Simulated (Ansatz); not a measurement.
Ru: strain energy, fitted

Ru, P6_3/mmc, a = 2.720 Å, c = 4.297 Å. Ansatz: PBE, PAW, 420 eV, Γ-centred 24×24×12 mesh on 2 atoms, Gaussian smearing 0.10 eV; no spin polarisation. Series: strain along c alone, the other axes held, atoms fixed by symmetry; x is the strain in per cent. y is the free energy over the unstrained cell, V0 = 13.765 Å³/atom.

```tsv
x (%)	y (meV/atom)
-3.0	24.90
-2.0	?
-1.0	2.30
0.0	0.00
1.0	3.10
2.0	11.18
3.0	23.84
```

Question: Fit y = c2 x² + c3 x³ to the other rows, turn c2 into a modulus, and predict the missing energy.

Answer: Least squares on the rows shown. y = 2.7184 x² − 0.016646 x³. In eV per unit strain² c2 is 27.18; this is C33 with relaxed ions (E = ½ C33 V0 ε²): 2 × 27.18 × 160.2 / (13.765) = 633 GPa. The unstrained cell keeps some stress along the strain, worth a slope of 0.47 meV/atom per %, which the form leaves out. With a term in x⁴ added, the coefficient of x² becomes 2.874, 6 % more, which shows how far this figure hangs on the form. At x = -2.0 the fit asked for gives 11.01 meV/atom. The run gave 10.45 meV/atom, so the fit is 0.56 meV/atom too high, within twice the rms miss on the fitted rows (0.34 meV/atom).